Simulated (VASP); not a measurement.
Computed with PBEsol GGA, VASP's PBE PAW potentials (set 64) (plane waves; VASP).

Input for VASP

File KPOINTS:
```
Automatic mesh
0
Gamma
7 7 7
0 0 0
```

**POSCAR**
```
CsI
4.5167990
  1.0000000961   0.0000000000   0.0000000000
  0.0000000000   1.0000000961   0.0000000000
  0.0000000000   0.0000000000   1.0000000961
Cs I
1 1
Cartesian
  0.0000000000   0.0000000000   0.0000000000
  0.5000000481   0.5000000481   0.5000000481
```

**INCAR**
```
ALGO=Normal
EDIFF=1E-7
ENCUT=520
GGA=PS
ISIF=2
ISMEAR=-5
LASPH=.TRUE.
LCHARG=.TRUE.
LMAXMIX=4
LORBIT=11
LREAL=.FALSE.
LWAVE=.FALSE.
NEDOS=601
NELM=100
PREC=Accurate
SYSTEM=CsI
```

POTCAR, in this order: Cs_sv I (PBE.64 set). Program: vasp_std.

Output

OSZICAR:
```
       N       E                     dE             d eps       ncg     rms          rms(c)
DAV:   1     0.952236031107E+02    0.95224E+02   -0.64808E+03   480   0.112E+03
DAV:   2     0.145322756621E+01   -0.93770E+02   -0.87688E+02   736   0.164E+02
DAV:   3    -0.580388391242E+01   -0.72571E+01   -0.72331E+01   604   0.548E+01
DAV:   4    -0.590438997284E+01   -0.10051E+00   -0.10047E+00   572   0.788E+00
DAV:   5    -0.590556307344E+01   -0.11731E-02   -0.11730E-02   604   0.893E-01    0.140E+00
DAV:   6    -0.579651251557E+01    0.10905E+00   -0.14581E-01   544   0.186E+00    0.102E+00
DAV:   7    -0.577255135821E+01    0.23961E-01   -0.11511E-01   548   0.169E+00    0.487E-01
DAV:   8    -0.577442506412E+01   -0.18737E-02   -0.76838E-03   544   0.570E-01    0.836E-02
DAV:   9    -0.577465165828E+01   -0.22659E-03   -0.58472E-04   592   0.167E-01    0.601E-02
DAV:  10    -0.577471863320E+01   -0.66975E-04   -0.11334E-04   552   0.650E-02    0.128E-02
DAV:  11    -0.577471713630E+01    0.14969E-05   -0.35799E-05   584   0.312E-02    0.431E-03
DAV:  12    -0.577471728533E+01   -0.14903E-06   -0.31135E-06   564   0.116E-02    0.105E-03
DAV:  13    -0.577471731079E+01   -0.25462E-07   -0.11564E-07   428   0.254E-03
   1 F= -.57747173E+01 E0= -.57747173E+01  d E =0.000000E+00
```

### OUTCAR
```
------------------------ aborting loop because EDIFF is reached ----------------------------------------
  FORCE on cell =-STRESS in cart. coord.  units (eV):
  Direction    XX          YY          ZZ          XY          YZ          ZX
  --------------------------------------------------------------------------------------
  Total       -0.0204723     -0.0204723     -0.0204723     -0.0000000      0.0000000     -0.0000000
  in kB       -0.3559457     -0.3559457     -0.3559457     -0.0000000      0.0000000     -0.0000000
  external PRESSURE =      -0.3559457 kB  Pullay stress =       0.0000000 kB
  volume of cell :       92.15
      direct lattice vectors                 reciprocal lattice vectors
     4.516799434  0.000000000  0.000000000     0.221395706  0.000000000  0.000000000
     0.000000000  4.516799434  0.000000000     0.000000000  0.221395706  0.000000000
     0.000000000  0.000000000  4.516799434     0.000000000  0.000000000  0.221395706
 POSITION                                       TOTAL-FORCE (eV/Angst)
 -----------------------------------------------------------------------------------
      0.00000      0.00000      0.00000         0.000000      0.000000      0.000000
      2.25840      2.25840      2.25840         0.000000      0.000000      0.000000
 -----------------------------------------------------------------------------------
    total drift:                               -0.000000      0.000000      0.000000
  FREE ENERGIE OF THE ION-ELECTRON SYSTEM (eV)
  ---------------------------------------------------
  free  energy   TOTEN  =        -5.7747173108 eV

  energy  without entropy=       -5.7747173108  energy(sigma->0) =       -5.77471731

 total charge

# of ion       s       p       d       tot
------------------------------------------
    1        1.845   4.686   0.033   6.564
    2        1.495   2.824   0.002   4.321
--------------------------------------------------
tot          3.340   7.510   0.035  10.885
```
(Selected blocks of OUTCAR.)

The compound is CsI in the CsCl type structure. It was relaxed first.
